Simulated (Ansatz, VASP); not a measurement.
This is a calculation of SnSe for VASP 6.6.1.

run.py

```python
from ase.calculators.vasp import Vasp
from ase.dft.bandgap import bandgap
from ase.io import read

atoms = read('POSCAR')
calc = Vasp(
    directory='calc',
    xc='rpbe',
    pp='PBE',
    setups='gw',
    prec='Accurate',
    encut=550,
    ediff=1e-07,
    ismear=0,
    sigma=0.05,
    lreal=False,
    lasph=True,
    nelm=100,
    algo='Normal',
    isif=2,
    lwave=False,
    lcharg=True,
    lelf=True,
    lvhar=True,
    kpts=[8, 8, 8],
    gamma=True,
)
atoms.calc = calc

print('energy (eV):', atoms.get_potential_energy())
print('free energy (eV):', atoms.get_potential_energy(force_consistent=True))
print('forces (eV/A):')
print(atoms.get_forces())
print('stress (eV/A^3, Voigt):', atoms.get_stress())
print('Fermi level (eV):', calc.get_fermi_level())
gap, top, bottom = bandgap(calc)
print('band gap (eV):', gap, 'from (spin, k, band)', top, 'to', bottom)
```

Contents of POSCAR:

```
SnSe
1.0
    0.0000000000      3.0100000000      3.0100000000
    3.0100000000      0.0000000000      3.0100000000
    3.0100000000      3.0100000000      0.0000000000
Sn Se
1 1
Direct
    0.0000000000      0.0000000000      0.0000000000
    0.5000000000      0.5000000000      0.5000000000
```

Potentials or basis: VASP PAW PBE potentials, release 64 (Sn_d_GW, Se_GW).

The run is started by

```console
$ python run.py
```

Task: Set up the same calculation for Ansatz 0.2.0. Potentials there: Ansatz PAW.

Result: As run (the cutoff follows the program's own potentials):

The input input.yaml:

```yaml
crystal:
  lattice:
    - [0.0, 3.01, 3.01]
    - [3.01, 0.0, 3.01]
    - [3.01, 3.01, 0.0]
  atoms:
    - { symbol: Sn, position: [0.0, 0.0, 0.0] }
    - { symbol: Se, position: [0.5, 0.5, 0.5] }
hamiltonian:
  xc: rpbe
  pseudopotentials: { kind: paw }
kpoints:
  mp_grid: { grid: [8, 8, 8] }
scf:
  occupations: { method: gaussian, width: 0.05 }
output:
  forces: true
  stress: true
  eigenvalues: true
```

Potentials or basis: Ansatz PAW.

Run with:

```bash
$ ansatz run input.yaml --threads 2 --pin off --max-ram 5632MiB --backend cpu --events-out ev --progress --plain --runs-dir out
```

Both were run:

|  | VASP | Ansatz | Ansatz less VASP |
| --- | --- | --- | --- |
| gap on the k mesh at the Fermi level (eV) | 0.54 | 0.54 | -0.003 |
| least direct gap on the mesh (eV) | 0.54 | 0.54 | -0.003 |
| pressure (GPa) | 2.5 | 2.6 | +0.08 |

The functional is the same, so the differences come from potentials, cutoffs and numerics. The two sets of potentials don't hold the same shells in valence.

Caveats: spin-orbit coupling is left out, which moves the levels of the heavy elements; the PAW data sets were made with another functional, which shifts forces and pressure a little (VASP); the PAW data sets come from PBE, with cores solved anew for the run's functional, which leaves a small shift of forces and pressure (Ansatz). A k mesh can miss the band edges.
